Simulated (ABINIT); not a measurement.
# AlN (F-43m): G0W0 with ABINIT, start to end, part 3 of 3

Aim: the G0W0 gap of AlN (F-43m) on PBE, step by step.

ABINIT 10.8.3; PBE and many-body steps on it, plane waves. Known limits of the many-body steps: not at the basis limit.

So far. Step 4 (Empty states on the mesh, 6×6×6 mesh, 166 bands): On this mesh the gap is 3.325 eV. Step 5 (Screening, 6×6×6 mesh, 158 bands, screening to 359.2 eV): Local fields lower ε∞ by 9 %.

## Step 6: Self-energy, 6×6×6 mesh, 158 bands, screening to 359.2 eV

The self-energy is evaluated for the states that the input lists, and the levels follow from it, in one-shot runs by the linearised quasiparticle equation.

This step: G0W0 on PBE, plane waves, norm-conserving pseudopotentials.

run.abi

```
acell 3*1.0 Angstrom
rprim 
  -0.000000000000 2.183993559600 2.183993559600
  2.183993559600 -0.000000000000 2.183993559600
  2.183993559600 2.183993559600 -0.000000000000
ntypat 2
znucl 13 7
natom 2
typat 1 2
xred 
  0.000000000000 0.000000000000 0.000000000000
  0.750000000000 0.750000000000 0.750000000000
pp_dirpath "pseudos"
pseudos "Al.upf, N.upf"
ecut 36
ngkpt 6 6 6
nshiftk 1
shiftk 0 0 0
kptopt 1
chksymbreak 0
istwfk *1
occopt 1
irdwfk 1
optdriver 4
nband 158
gwcalctyp 0
ecutsigx 36
symsigma 1
nkptgw 3
kptgw 
  0.0000000000 0.0000000000 0.0000000000
  0.5000000000 0.5000000000 0.0000000000
  0.5000000000 0.0000000000 0.0000000000
bdgw 
  2 8
  3 6
  3 6
ecuteps 13.2
irdscr 1
ppmodel 1
indata_prefix "in"
outdata_prefix "out"
tmpdata_prefix "tmp"
```

Launch:

```
$ OMP_NUM_THREADS=1 mpirun -n 4 abinit run.abi > log
```

Numbers of over 12 decimals in the logs are rounded to 6 here.

What it wrote:

```text
.Version 10.8.3 of ABINIT. v10.8.2 released Aug 2026.

 Symmetries : space group F-4 3 m (#216); Bravais cF (face-center cubic)
[... echo of the input left out ...]
== DATASET  1 ==================================================================
-   mpi_nproc: 4, omp_nthreads: 1 (-1 if OMP is not activated)

--- !DatasetInfo
iteration_state: {dtset: 1, }
dimensions: {natom: 2, nkpt: 16, mband: 158, nsppol: 1, nspinor: 1, nspden: 1, mpw: 1464, }
cutoff_energies: {ecut:  36.0, pawecutdg:  -1.0, }
electrons: {nelect:   8.00000000E+00, charge:   0.00000000E+00, occopt:   1.00000000E+00, tsmear:   1.00000000E-02, }

 SIGMA: Calculation of the GW corrections

 Based on a program developped by R.W. Godby, V. Olevano, G. Onida, and L. Reining.
 Incorporated in ABINIT by V. Olevano, G.-M. Rignanese, and M. Torrent.
.Using double precision arithmetic ; gwpc =  8

[... cell and pseudopotentials left out ...]
--------------------------------------------------------------------------------

 ==== K-mesh for the wavefunctions ====
 Number of points in the irreducible wedge :    16
[... list of points left out ...]
 Together with 24 symmetry operations and time-reversal symmetry
 yields   216 points in the full Brillouin Zone.

 ==== Q-mesh for screening function ====
 Number of points in the irreducible wedge :    16
[... list of points left out ...]
 Together with 24 symmetry operations and time-reversal symmetry
 yields   216 points in the full Brillouin Zone.

 vcoul_init : cutoff-mode = AUXILIARY_FUNCTION
 q-points for optical limit:   1
     1)      0.000010    0.000020    0.000030
 setmesh: FFT mesh size selected  =    32x   32x   32
          total number of points  =        32768

 Number of electrons calculated from density =    8.0000; Expected =    8.0000
 average of density, n =  0.056900
 r_s =    1.6129
 omega_plasma =   23.0097 [eV]

 === KS Band Gaps ===
  >>>> For spin  1
   Minimum direct gap =   4.1921 [eV], located at k-point      :   0.0000  0.0000  0.0000
   Fundamental gap    =   3.3248 [eV], Top of valence bands at :   0.0000  0.0000  0.0000
                                       Bottom of conduction at :   0.5000  0.5000  0.0000
 SIGMA fundamental parameters:
 PLASMON POLE MODEL  1
 number of plane-waves for SigmaX                 1459
 number of plane-waves for SigmaC and W            331
 number of plane-waves for wavefunctions          1459
 number of bands                                   158
 number of independent spin polarizations            1
 number of spinorial components                      1
 number of k-points in IBZ                          16
 number of q-points in IBZ                          16
 number of symmetry operations                      24
 number of k-points in BZ                          216
 number of q-points in BZ                          216
 number of frequencies for dSigma/dE                 9
 frequency step for dSigma/dE [eV]                0.25
 number of omega for Sigma on real axis              0
 max omega for Sigma on real axis  [eV]           0.00
 zcut for avoiding poles [eV]                     0.10

 EPSILON^-1 parameters (SCR file):
 dimension of the eps^-1 matrix on file            331
 dimension of the eps^-1 matrix used               331
 number of plane-waves for wavefunctions          1459
 number of bands                                   158
 number of q-points in IBZ                          16
 number of frequencies                               2
 number of real frequencies                          1
 number of imag frequencies                          1

 matrix elements of self-energy operator (all in [eV])

 Perturbative Calculation

--- !SelfEnergy_ee
iteration_state: {dtset: 1, }
kpoint     : [   0.000,    0.000,    0.000, ]
spin       : 1
KS_gap     :    4.192
QP_gap     :    5.612
Delta_QP_KS:    1.420
data: !SigmaeeData |
     Band     E0 <VxcDFT>   SigX SigC(E0)      Z dSigC/dE  Sig(E)    E-E0       E
        2   5.159 -16.959 -20.996   2.824   0.784  -0.275 -17.910  -0.950   4.208
        3   5.159 -16.959 -20.996   2.824   0.784  -0.275 -17.910  -0.950   4.208
        4   5.159 -16.959 -20.996   2.824   0.784  -0.275 -17.910  -0.950   4.208
        5   9.351 -12.531  -8.056  -3.898   0.815  -0.228 -12.061   0.470   9.821
        6  17.748  -9.892  -4.092  -5.107   0.815  -0.227  -9.327   0.565  18.313
        7  17.748  -9.892  -4.092  -5.107   0.815  -0.227  -9.327   0.565  18.313
        8  17.748  -9.892  -4.092  -5.107   0.815  -0.227  -9.327   0.565  18.313

--- !SelfEnergy_ee
iteration_state: {dtset: 1, }
kpoint     : [   0.500,    0.500,    0.000, ]
spin       : 1
KS_gap     :    5.100
QP_gap     :    6.643
Delta_QP_KS:    1.542
data: !SigmaeeData |
     Band     E0 <VxcDFT>   SigX SigC(E0)      Z dSigC/dE  Sig(E)    E-E0       E
        3   3.383 -15.432 -20.146   3.150   0.780  -0.282 -16.652  -1.221   2.162
        4   3.383 -15.432 -20.146   3.150   0.780  -0.282 -16.652  -1.221   2.162
        5   8.483  -9.206  -5.016  -3.804   0.835  -0.197  -8.884   0.322   8.805
        6  13.810  -9.461  -4.383  -4.411   0.838  -0.193  -8.902   0.559  14.369

--- !SelfEnergy_ee
iteration_state: {dtset: 1, }
kpoint     : [   0.500,    0.000,    0.000, ]
spin       : 1
KS_gap     :    7.872
QP_gap     :    9.454
Delta_QP_KS:    1.581
data: !SigmaeeData |
     Band     E0 <VxcDFT>   SigX SigC(E0)      Z dSigC/dE  Sig(E)    E-E0       E
        3   4.678 -16.600 -20.861   2.944   0.783  -0.277 -17.632  -1.031   3.647
        4   4.678 -16.600 -20.861   2.944   0.783  -0.277 -17.632  -1.031   3.647
        5  12.551 -11.009  -5.874  -4.466   0.823  -0.214 -10.459   0.550  13.101
        6  15.004 -13.282  -6.773  -5.310   0.784  -0.275 -12.342   0.940  15.945

== END DATASET(S) ==============================================================
================================================================================

 -outvars: echo values of variables after computation  --------
           etotal      0.0000000000E+00
            nband         158
             nkpt          16
          spgroup         216
 [... the other variables as echoed above ...]

 Calculation completed.
```

It took 75 s on 4 MPI ranks of Arm Neoverse V1, shared host; peak memory 1.4 GiB; 5 min of CPU time.

This step gave:

- G0W0 gap on the points computed: 4.597 eV
- starting gap on the mesh: 3.325 eV
- k of the valence top: 0, 0, 0
- k of the conduction bottom: 0.5, 0.5, 0
- Z at the valence top: 0.784
- Z at the conduction bottom: 0.835
- least direct G0W0 gap on the computed points: 5.613 eV

The gap on the mesh goes from 3.32 eV to 4.60 eV, a correction of +1.27 eV.

Limits: finite bands, cutoff and mesh. v1 is the top filled band, c1 the lowest empty one. The levels before and after the correction (eV, zero at the valence-band top of each column):

|  | conduction bottom | valence top |
| --- | --- | --- |
| Kohn-Sham | 3.32 | 0.00 |
| G0W0 | 4.60 | 0.00 |

|  | level | energy (eV) |
| --- | --- | --- |
| Kohn-Sham | Γ v3-v1 | 0.000 |
| Kohn-Sham | Γ c1 | 4.192 |
| Kohn-Sham | Γ c2-c4 | 12.589 |
| Kohn-Sham | (0.5 0.5 0) v2-v1 | -1.775 |
| Kohn-Sham | (0.5 0.5 0) c1 | 3.325 |
| Kohn-Sham | (0.5 0.5 0) c2 | 8.652 |
| G0W0 | Γ v3-v1 | 0.000 |
| G0W0 | Γ c1 | 5.613 |
| G0W0 | Γ c2-c4 | 14.105 |
| G0W0 | (0.5 0.5 0) v2-v1 | -2.046 |
| G0W0 | (0.5 0.5 0) c1 | 4.597 |
| G0W0 | (0.5 0.5 0) c2 | 10.161 |

## Step 7: Where the time went

Times are wall times on 4 MPI ranks of Arm Neoverse V1, shared host, good to a factor of about two.

| step | time | share | memory (GiB) |
| --- | --- | --- | --- |
| ground state | 4.3 s | 2 % | 0.25 |
| bands along the symmetry lines | 3.8 s | 2 % | 0.24 |
| empty states on the mesh | 12 s | 6 % | 0.7 |
| screening | 97 s | 50 % | 1.1 |
| self-energy | 75 s | 39 % | 1.4 |

## Step 8: Summary of results

```json
{
 "PBE gap": "3.32 eV, indirect",
 "G0W0 gap on the mesh": "4.60 eV",
 "GW settings": "6×6×6 mesh, 158 bands, screening to 359.2 eV, Godby-Needs plasmon pole",
 "known limits": "not at the basis limit"
}
```

In words: G0W0 moves the gap on the mesh from 3.32 eV to 4.60 eV (+1.27 eV), with Z of 0.78 and 0.83 at the edges. Local fields lower the RPA ε∞ on this mesh from 4.79 to 4.35. Only 3 of the mesh's irreducible points were corrected, so a valley elsewhere could overtake. Bands and cutoff are finite, so the gap is not at the basis limit. The miss can reach some tenths of an eV and take either sign; the mesh is an error of its own. In the G0W0 run levels were corrected at 3 k points alone, so a gap called «on the mesh» is the least over those, and an edge elsewhere would be missed.

[Paths, hosts, dates, memory and timing lines, banners, echoed tables and standing remarks are left out of the program output.]

[Logs are printed without paths, hosts, clocks, repeated set-up lines and the standing remarks that a program may print on its own settings, such as how far it seeks lower states.]

[Runs of the session that timed out or met a known fault of the program may be left out.]

[Hosts, paths, dates, database ids (printed as entryN), source tags and the programs' standing remarks are cut or masked in the printed files.]

[G0W0 gaps are taken among the corrected bands and points alone; a level outside them can change the order at an edge.]

[Where Ansatz stands beside ABINIT at settings called matched, ABINIT's density can come from a denser mesh and the files from another edition; pairs whose starting gaps differed by over 0.03 eV were left out, so agreement reads better than it is.]
